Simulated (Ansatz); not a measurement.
Geometry optimisation in Ansatz: input, command and trajectory.

```yaml
crystal:
  lattice:
    - [0.0, 2.6059994007, 2.6059994007]
    - [2.6059994007, 0.0, 2.6059994007]
    - [2.6059994007, 2.6059994007, 0.0]
  atoms:
    - { symbol: Pb, position: [0.0, 0.0, 0.0] }
    - { symbol: O, position: [0.5, 0.5, 0.5] }
basis:
  ecutwfc: 500
kpoints:
  mp_grid: { grid: [12, 12, 12] }
hamiltonian:
  xc: r2scan
scf:
  occupations: { method: gaussian, width: 0.02 }
output:
  forces: true
  stress: true
  eigenvalues: true
relax:
  adjacent_minimum: "off"
  f_tol: 0.01
  max_steps: 60
  cell: { stress_tol: 0.1 }
```

```bash
ansatz run input.yaml --threads 1 --pin off --max-ram 2560MiB --backend cpu --events-out ev --progress --plain --runs-dir out
```

All numbers below come from DFT r2SCAN, scalar-relativistic, plane waves, PAW in Ansatz 0.2.0.

Of 4 frames 3 are shown, positions in Å and forces in eV/Å; the SCF threshold varies from step to step. Steps run on the plane waves of an earlier cell, with a Pulay correction in the pressure. The basis is chosen afresh for the last frame, the zero of the energies, and at times for earlier ones too; energy and pressure step there, also at an unchanged geometry. The mark taken_back stands on steps that the optimiser undid.

```xyz
2
Lattice="0.0000 2.6060 2.6060 2.6060 0.0000 2.6060 2.6060 2.6060 0.0000" Properties=species:S:1:pos:R:3:forces:R:3 pbc="T T T" step=1 free_energy_over_end_meV_per_atom=0.01 pressure_GPa=0.16
Pb    0.0000    0.0000    0.0000    0.0000    0.0000    0.0000
O     2.6060    2.6060    2.6060    0.0000    0.0000    0.0000
2
Lattice="0.0000 2.6093 2.6093 2.6093 0.0000 2.6093 2.6093 2.6093 0.0000" Properties=species:S:1:pos:R:3:forces:R:3 pbc="T T T" step=2 free_energy_over_end_meV_per_atom=0.04 pressure_GPa=-0.21 taken_back
Pb    0.0000    0.0000    0.0000    0.0000    0.0000    0.0000
O     2.6093    2.6093    2.6093    0.0000    0.0000    0.0000
2
Lattice="0.0000 2.6074 2.6074 2.6074 0.0000 2.6074 2.6074 2.6074 0.0000" Properties=species:S:1:pos:R:3:forces:R:3 pbc="T T T" step=4 free_energy_over_end_meV_per_atom=0.00 pressure_GPa=0.00
Pb    0.0000    0.0000    0.0000    0.0000    0.0000    0.0000
O     2.6074    2.6074    2.6074    0.0000    0.0000    0.0000
```

Time: 21 s on 1 thread of Arm Neoverse V2, on a shared host, peak memory 0.42 GiB.

Spin–orbit coupling is left out, which can shift energies with elements as heavy as these.